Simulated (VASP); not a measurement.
# KF (F-43m) in VASP: reference runs

Aim: a first look at KF with PBE, on the cell as given and on a disturbed one.

All numbers are computed with VASP 6.6.1; they aren't measurements. Logs are shortened: lines on timing, memory, paths and dates and some standing lists are left out, and cuts for length are marked.

## (1) The structure

It takes space group F-43m (No. 216, cubic). The conventional cell has a = 5.953 Å, b = 5.953 Å, c = 5.953 Å, α = 90.00°, β = 90.00°, γ = 90.00°. K (site symmetry -43m) has 4 F at 2.58 Å as nearest neighbours. F (site symmetry -43m) is surrounded by 4 K at 2.58 Å.

The cell was built by a generator and needn't be a form met in nature.

## (2) Single point, PBE

INCAR reads:

```
ALGO = Normal
EDIFF = 1E-7
ENCUT = 520
GGA = PE
ISIF = 2
ISMEAR = -1
LASPH = True
LCHARG = True
LELF = True
LREAL = False
LVHAR = True
LWAVE = False
NBANDS = 15
NELM = 80
PREC = Accurate
SIGMA = 0.05
```

KPOINTS reads:

```
k-points
0
Gamma
  8 8 8
```

POSCAR reads:

```
KF
1.0
    0.0000000000      2.9763500000      2.9763500000
    2.9763500000      0.0000000000      2.9763500000
    2.9763500000      2.9763500000      0.0000000000
K F
1 1
Direct
    0.7500000000      0.7500000000      0.7500000000
    0.5000000000      0.5000000000      0.5000000000
```

Potentials or basis: VASP PAW PBE potentials, release 64 (K_sv, F).

On the command line:

```sh
$ cat potpaw_PBE.64/K_sv/POTCAR potpaw_PBE.64/F/POTCAR > POTCAR
$ mpirun -np 1 vasp_std > vasp.out
```

OUTCAR:

```text
EDIFF = 1E-7
   ENCUT = 520
   GGA = PE
   ISIF = 2
   ISMEAR = -1
   LASPH = True
   LREAL = False
   NELM = 80
   PREC = Accurate

 ion  position               nearest neighbor table
   1  0.750  0.750  0.750-   2 2.58   2 2.58   2 2.58   2 2.58
   2  0.500  0.500  0.500-   1 2.58   1 2.58   1 2.58   1 2.58

  LATTYP: Found a face centered cubic cell.
 ALAT       =     5.9527000000

  Lattice vectors:

 A1 = (   0.0000000000,   2.9763500000,   2.9763500000)
 A2 = (   2.9763500000,   0.0000000000,   2.9763500000)
 A3 = (   2.9763500000,   2.9763500000,   0.0000000000)

Analysis of symmetry for initial positions (statically):
=====================================================================
 Subroutine PRICEL returns:
 Original cell was already a primitive cell.

 Routine SETGRP: Setting up the symmetry group for a
 face centered cubic supercell.

 Subroutine GETGRP returns: Found 24 space group operations
 (whereof 24 operations were pure point group operations)
 out of a pool of 48 trial point group operations.

The static configuration has the point symmetry T_d .

Analysis of symmetry for dynamics (positions and initial velocities):
=====================================================================
 Subroutine PRICEL returns:
 Original cell was already a primitive cell.

 Routine SETGRP: Setting up the symmetry group for a
 face centered cubic supercell.

 Subroutine GETGRP returns: Found 24 space group operations
 (whereof 24 operations were pure point group operations)
 out of a pool of 48 trial point group operations.

The dynamic configuration has the point symmetry T_d .

 Subroutine INISYM returns: Found 24 space group operations
 (whereof 24 operations are pure point group operations),
 and found     1 'primitive' translations

----------------------------------------------------------------------------------------

                                     Primitive cell

  volume of cell :      52.7329

  direct lattice vectors                    reciprocal lattice vectors
     0.000000000  2.976350000  2.976350000    -0.167990996  0.167990996  0.167990996
     2.976350000  0.000000000  2.976350000     0.167990996 -0.167990996  0.167990996
     2.976350000  2.976350000  0.000000000     0.167990996  0.167990996 -0.167990996

  length of vectors
     4.209194536  4.209194536  4.209194536     0.290968940  0.290968940  0.290968940

  position of ions in fractional coordinates (direct lattice)
     0.750000000  0.750000000  0.750000000
     0.500000000  0.500000000  0.500000000

  ion indices of the primitive-cell ions
   primitive index   ion index
                 1           1
                 2           2

----------------------------------------------------------------------------------------

 KPOINTS: k-points

Automatic generation of k-mesh.
 Grid dimensions read from file:
 generate k-points for:    8    8    8

 Generating k-lattice:

  Cartesian coordinates                     Fractional coordinates (reciprocal lattice)
    -0.020998874  0.020998874  0.020998874     0.125000000  0.000000000  0.000000000
     0.020998874 -0.020998874  0.020998874     0.000000000  0.125000000  0.000000000
     0.020998874  0.020998874 -0.020998874     0.000000000  0.000000000  0.125000000

  Length of vectors
     0.036371117  0.036371117  0.036371117

  Shift w.r.t. Gamma in fractional coordinates (k-lattice)
     0.000000000  0.000000000  0.000000000

 Subroutine IBZKPT returns following result:
 ===========================================

 Found     29 irreducible k-points:

 Following reciprocal coordinates:
            Coordinates               Weight
  0.000000  0.000000  0.000000      1.000000
  0.125000  0.000000  0.000000      8.000000
  0.250000  0.000000  0.000000      8.000000
  0.375000  0.000000  0.000000      8.000000
  0.500000  0.000000  0.000000      4.000000
  0.125000  0.125000  0.000000      6.000000
[... 16 lines left out ...]
  0.500000  0.250000  0.125000     48.000000
 -0.375000  0.250000  0.125000     24.000000
 [... further k-points ...]
   k-points           NKPTS =     29   k-points in BZ     NKDIM =     29   number of bands    NBANDS=     15
   number of dos      NEDOS =    301   number of ions     NIONS =      2
   total plane-waves  NPLWV =  32768
   dimension x,y,z NGX =    32 NGY =   32 NGZ =   32
   dimension x,y,z NGXF=    64 NGYF=   64 NGZF=   64
   ions per type =               1   1
   NGX,Y,Z   is equivalent  to a cutoff of  12.64, 12.64, 12.64 a.u.
   NGXF,Y,Z  is equivalent  to a cutoff of  25.28, 25.28, 25.28 a.u.
 SYSTEM =  unknown system
   PREC   = accura    normal or accurate (medium, high low for compatibility)
   ISTART =      0    job   : 0-new  1-cont  2-samecut
   ICHARG =      2    charge: 1-file 2-atom 10-const
   ISPIN  =      1    spin polarized calculation?
   LNONCOLLINEAR =      F non collinear calculations
   LSORBIT =      F    spin-orbit coupling
   LASPH  =      T    aspherical Exc in radial PAW
   ENCUT  =  520.0 eV  38.22 Ry    6.18 a.u.   7.83  7.83  7.83*2*pi/ulx,y,z
   NELM   =     80;   NELMIN=  2; NELMDL= -5     # of ELM steps
   EDIFF  = 0.1E-06   stopping-criterion for ELM
   LREAL  =      F    real-space projection
   EDIFFG = 0.1E-05   stopping-criterion for IOM
   NSW    =      0    number of steps for IOM
   IBRION =     -1    ionic relax: 0-MD 1-quasi-New 2-CG
   NFREE  =      0    steps in history (QN), initial steepest desc. (CG)
   ISIF   =      2    stress and relaxation
   ISYM   =      2    0-nonsym 1-usesym 2-fastsym
   POTIM  = 0.5000    time-step for ionic-motion
   TEBEG  =    0.0;   TEEND  =   0.0 temperature during run
   PSTRESS=    0.0 pullay stress
   NELECT =      16.0000    total number of electrons
   NUPDOWN=      -1.0000    fix difference up-down
   EMIN   =  10.00;   EMAX   =-10.00  energy-range for DOS
   EFERMI =   0.00;   METHOD = LEGACY
   ISMEAR =    -1;   SIGMA  =   0.05  broadening in eV -4-tet -1-fermi 0-gaus
   EFERMI_NEDOS =   21; number of points for ismear=-14 and -15
   IALGO  =     38    algorithm
   IMIX   =      4    mixing-type and parameters
     AMIX     =   0.40;   BMIX     =  1.00
     AMIX_MAG =   1.60;   BMIX_MAG =  1.00
  volume/ion in A,a.u.               =      26.37       177.93
  Fermi-wavevector in a.u.,A,eV,Ry     =   1.100071  2.078833 16.465183  1.210157
  Thomas-Fermi vector in A             =   2.236476
   LORBIT       =      0    0 simple, 1 ext, 2 COOP (PROOUT), +10 PAW based schemes
   GGA     = PE    functional components
   LHFCALC =     F    Hartree Fock is set to
   AEXX    =    0.0000 exact exchange contribution
   IVDW    =     0    specifies the selected vdW correction
   LEPSILON=     F    determine dielectric tensor
   LRPA    =     F    only Hartree local field effects (RPA)
 non-spin polarized calculation
  energy-cutoff  :      520.00
  volume of cell :       52.73
 maximum number of plane-waves:      1433
   NGX = 15   NGY = 15   NGZ = 15

 number of electron      16.0000007 magnetization

 Free energy of the ion-electron system (eV)
  ---------------------------------------------------
  ext. energy  EPLUGINS =         0.00000000
  ---------------------------------------------------
  free energy    TOTEN  =        -8.12941529 eV

  energy without entropy =       -8.12941529  energy(sigma->0) =       -8.12941529

 E-fermi :  -2.4959     XC(G=0):  -6.8616

 val. band max:       -3.7264886544   @ k =  -0.2500   0.5000   0.2500
 cond. band min:       1.3201405650   @ k =   0.0000   0.0000   0.0000
 fundamental gap:      5.0466292195
 Fermi energy:        -2.4958851052

 k-point     1 :       0.0000    0.0000    0.0000
  band No.  band energies     occupation
      1     -30.0403      2.00000
      2     -22.2297      2.00000
      3     -13.4552      2.00000
      4     -13.4552      2.00000
      5     -13.4552      2.00000
      6      -3.9049      2.00000
      7      -3.9049      2.00000
      8      -3.9049      2.00000
      9       1.3201      0.00000
     10       7.8693      0.00000
     11       7.8693      0.00000
     12       7.9682      0.00000
     13       7.9682      0.00000
     14       7.9682      0.00000
     15      12.7961      0.00000

 k-point     2 :       0.1250    0.0000    0.0000
  band No.  band energies     occupation
      1     -30.0354      2.00000
      2     -22.2395      2.00000
      3     -13.4693      2.00000
      4     -13.4614      2.00000
      5     -13.4614      2.00000
      6      -3.9343      2.00000
      7      -3.8927      2.00000
      8      -3.8927      2.00000
      9       1.6227      0.00000
     10       7.5517      0.00000
     11       7.5517      0.00000
     12       7.6982      0.00000
     13       8.2734      0.00000
     14       8.2734      0.00000
     15      11.6960      0.00000

 k-point     3 :       0.2500    0.0000    0.0000
  band No.  band energies     occupation
      1     -30.0237      2.00000
      2     -22.2625      2.00000
      3     -13.5044      2.00000
      4     -13.4761      2.00000
      5     -13.4761      2.00000
      6      -3.9775      2.00000
      7      -3.8640      2.00000
      8      -3.8640      2.00000
      9       2.4070      0.00000
     10       6.9965      0.00000
     11       7.2512      0.00000
     12       7.2512      0.00000
     13       8.6060      0.00000
     14       8.6060      0.00000
     15      10.5171      0.00000
[... 343 lines left out ...]
 k-point    23 :       0.5000    0.2500    0.1250
  band No.  band energies     occupation
      1     -30.0054      2.00000
      2     -22.2984      2.00000
      3     -13.5931      2.00000
      4     -13.5151      2.00000
      5     -13.4479      2.00000
      6      -3.9946      2.00000
      7      -3.8434      2.00000
      8      -3.7952      2.00000
      9       3.7786      0.00000
     10       5.5516      0.00000
     11       7.0637      0.00000
     12       7.4311      0.00000
     13       8.8747      0.00000
     14       9.3634      0.00000
     15      10.2152      0.00000

 k-point    24 :      -0.3750    0.2500    0.1250
  band No.  band energies     occupation
      1     -30.0015      2.00000
      2     -22.3061      2.00000
      3     -13.6123      2.00000
      4     -13.5220      2.00000
      5     -13.4438      2.00000
      6      -3.9632      2.00000
      7      -3.8622      2.00000
      8      -3.7829      2.00000
      9       4.2337      0.00000
     10       5.2365      0.00000
     11       6.9580      0.00000
     12       7.4155      0.00000
     13       9.0114      0.00000
     14       9.4817      0.00000
     15       9.9221      0.00000

 [... further k-points ...]

------------------------ aborting loop because EDIFF is reached ----------------------------------------

  FORCE on cell =-STRESS in cart. coord.  units (eV):
  Direction    XX          YY          ZZ          XY          YZ          ZX
  --------------------------------------------------------------------------------------
  -------------------------------------------------------------------------------------
  Total       -0.0001014     -0.0001014     -0.0001014      0.0000000      0.0000000      0.0000000
  in kB       -0.0030821     -0.0030821     -0.0030821      0.0000000      0.0000000      0.0000000
  external PRESSURE =      -0.0030821 kB  Pullay stress =       0.0000000 kB

 VOLUME and BASIS-vectors are now :
 -----------------------------------------------------------------------------
  energy-cutoff  :      520.00
  volume of cell :       52.73
      direct lattice vectors                 reciprocal lattice vectors
     0.000000000  2.976350000  2.976350000    -0.167990996  0.167990996  0.167990996
     2.976350000  0.000000000  2.976350000     0.167990996 -0.167990996  0.167990996
     2.976350000  2.976350000  0.000000000     0.167990996  0.167990996 -0.167990996

 POSITION                                       TOTAL-FORCE (eV/Angst)
 -----------------------------------------------------------------------------------
      4.46453      4.46453      4.46453         0.000000      0.000000      0.000000
      2.97635      2.97635      2.97635        -0.000000     -0.000000     -0.000000
 -----------------------------------------------------------------------------------
    total drift:                                0.000000      0.000000      0.000000

  FREE ENERGIE OF THE ION-ELECTRON SYSTEM (eV)
  ---------------------------------------------------
  free  energy   TOTEN  =        -8.1294152876 eV

  energy  without entropy=       -8.1294152875  energy(sigma->0) =       -8.12941529
```

It took 13 s on 1 thread of Intel Xeon 6975P-C (Granite Rapids), shared host; peak memory 0.17 GiB.

Results:

```yaml
Free_energy: -8.1294 eV
Pressure: 0.0 GPa
Band_gap_on_the_k_mesh: 5.05 eV, indirect (least direct gap 5.22 eV)
```

A k mesh can miss the band edges.

## (3) Single point, PBE (atoms moved at random, drawn with an rms of 0.05 Å)

INCAR reads:

```
SYSTEM = KF
ALGO     = Normal         ! electronic algorithm
EDIFF    = 1E-7           ! SCF threshold, eV
ENCUT    = 520            ! plane-wave cutoff, eV
GGA      = PE             ! functional
ISIF     = 2              ! what is computed and relaxed
ISMEAR   = -1             ! smearing method
LASPH    = .True.         ! aspherical terms in the spheres
LCHARG   = .False.        ! write CHGCAR
LREAL    = .False.        ! projectors in reciprocal space
LWAVE    = .False.        ! write WAVECAR
NBANDS   = 15             ! bands
NELM     = 100            ! most SCF steps
PREC     = Accurate       ! precision mode
SIGMA    = 0.05           ! smearing width, eV
```

KPOINTS reads:

```
k-points
0
Gamma
  8 8 8
  0 0 0
```

POSCAR reads:

```
KF
1.0
    0.0000000000      2.9763500000      2.9763500000
    2.9763500000      0.0000000000      2.9763500000
    2.9763500000      2.9763500000      0.0000000000
K F
1 1
Direct
    0.7401080000      0.7603650000      0.7516690000
    0.5024920000      0.5108760000      0.4915250000
```

Potentials or basis: VASP PAW PBE potentials, release 64 (K_sv, F).

On the command line:

```sh
$ cat potpaw_PBE.64/K_sv/POTCAR potpaw_PBE.64/F/POTCAR > POTCAR
$ mpirun -np 1 vasp_std > vasp.out
```

Run time: 84 s. Hardware: 1 thread of Intel Xeon 6975P-C (Granite Rapids), shared host; peak memory 0.31 GiB.

Results (log left out):

```yaml
Free_energy: -8.1272 eV
Pressure: 0.0 GPa
Largest_force: 0.091 eV/Å
Band_gap_on_the_k_mesh: 5.05 eV, indirect (least direct gap 5.22 eV)
```

Forces on the atoms (eV/Å):
```
K   -0.054  0.006  0.073
F    0.054 -0.006 -0.073
```

Stress tensor (GPa, compression positive):
```
 0.02  0.28  0.03
 0.28  0.03 -0.21
 0.03 -0.21  0.02
```

Levels at points of the mesh, in eV from the valence-band top:
```csv
k point,band 5,band 6,band 7,band 8,band 9,band 10,band 11,band 12
"(0.00, 0.00, 0.00)",-9.73,-0.18,-0.18,-0.17,5.05,11.56,11.58,11.64
"(0.50, 0.00, 0.00)",-9.77,-0.26,-0.12,-0.10,7.91,8.99,10.75,10.81
"(0.00, 0.50, 0.00)",-9.77,-0.26,-0.11,-0.09,7.86,8.99,10.68,10.81
"(0.00, 0.00, 0.50)",-9.77,-0.25,-0.10,-0.08,7.81,8.99,10.67,10.75
"(0.50, 0.50, 0.50)",-9.77,-0.26,-0.11,-0.09,7.85,8.99,10.68,10.79
"(0.50, 0.50, 0.00)",-9.75,-0.41,0.00,0.00,8.12,8.30,11.99,12.70
"(0.00, 0.50, 0.50)",-9.75,-0.41,0.00,0.00,8.13,8.29,11.99,12.70
"(0.50, 0.00, 0.50)",-9.75,-0.41,0.00,0.00,8.14,8.28,11.98,12.70
```
